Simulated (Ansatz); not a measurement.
**CdS: from stress constants e to strain constants d, calculated with Ansatz**

Space group F-43m (No. 216), 2 atoms in the cell of the first input below: a = 4.118 Å, b = 4.118 Å, c = 4.118 Å, α = 60.00°, β = 60.00°, γ = 60.00°.

The structure is a measured one, not always of the ambient phase, relaxed without spin–orbit coupling to zero pressure (pressure 0.0 GPa with this functional, without spin–orbit coupling). Functional: PBEsol.

Input:

```yaml
crystal:
  lattice:
    - [0.0, 2.9121634773, 2.9121634773]
    - [2.9121634773, 0.0, 2.9121634773]
    - [2.9121634773, 2.9121634773, 0.0]
  atoms:
    - { symbol: Cd, position: [0.0, 0.0, 0.0] }
    - { symbol: S, position: [0.75, 0.75, 0.75] }
basis:
  ecutwfc: 420
  ecutrho_ratio: 4
kpoints:
  mp_grid: { grid: [10, 10, 10] }
hamiltonian:
  xc: pbesol
scf:
  occupations: { method: fixed }
output:
  forces: true
  stress: true
  eigenvalues: true
  polarization: {}
elastic:
  mode: relaxed_ion
  stencil: two_point
```

```bash
ansatz run input.yaml --threads 4 --pin off --max-ram 9216MiB --backend cpu --events-out ev --progress --plain --runs-dir out
```

Time: 54 s on 4 threads of Arm Neoverse V1, with other jobs on the host, peak memory 0.67 GiB.

Elastic constants with relaxed ions (GPa, engineering shears):

```csv
,xx,yy,zz,yz,xz,xy
xx,74.4,55.0,55.0,0.0,0.0,0.0
yy,55.0,74.4,55.0,0.0,0.0,0.0
zz,55.0,55.0,74.4,0.0,0.0,0.0
yz,0.0,0.0,0.0,26.3,0.0,0.0
xz,0.0,0.0,0.0,0.0,26.3,0.0
xy,0.0,0.0,0.0,0.0,0.0,26.3
```

Proper piezoelectric stress tensor e (C/m²):

```json
{"": "x", "xx": "0.000", "yy": "0.000", "zz": "0.000", "yz": "-0.269", "xz": "0.000", "xy": "0.000"}
{"": "y", "xx": "0.000", "yy": "0.000", "zz": "0.000", "yz": "0.000", "xz": "-0.269", "xy": "0.000"}
{"": "z", "xx": "0.000", "yy": "0.000", "zz": "0.000", "yz": "0.000", "xz": "0.000", "xy": "-0.269"}
```

Signs follow the polarity of the cell as typed: the inverted crystal has all signs reversed.

Question: Which piezoelectric strain constant d is largest in size (symmetry may tie others with it)?

Answer: d = e C⁻¹ gives d(x; yz) = -10.2 pC/N, tied by symmetry with others.

```csv
,xx,yy,zz,yz,xz,xy
x,0.0,0.0,0.0,-10.2,0.0,0.0
y,0.0,0.0,0.0,0.0,-10.2,0.0
z,0.0,0.0,0.0,0.0,0.0,-10.2
```

The single independent piezoelectric constant reflects the tetrahedral symmetry of zinc blende: normal strains along the cube axes produce no polarization, whereas a shear in a cube plane polarizes the crystal along the perpendicular axis. Because this shear is elastically decoupled from the others, d is simply e divided by the shear stiffness, so the -10.2 pC/N response depends on mechanical compliance as much as on polarity.

Microscopically, the shear makes the four Cd–S bonds inequivalent and displaces the two sublattices against each other. In polar II–VI compounds this ionic contribution generally opposes the electronic clamped-ion term and outweighs it, which is probably the case here too. The modest shear stiffness of 26.3 GPa fits the weak bond-bending forces of a strongly ionic tetrahedral network. The small difference between 74.4 and 55.0 GPa implies an even softer tetragonal shear, but that mode is piezoelectrically silent and cannot enhance d. The total coefficients alone do not establish how far the internal displacement and the electronic response cancel.
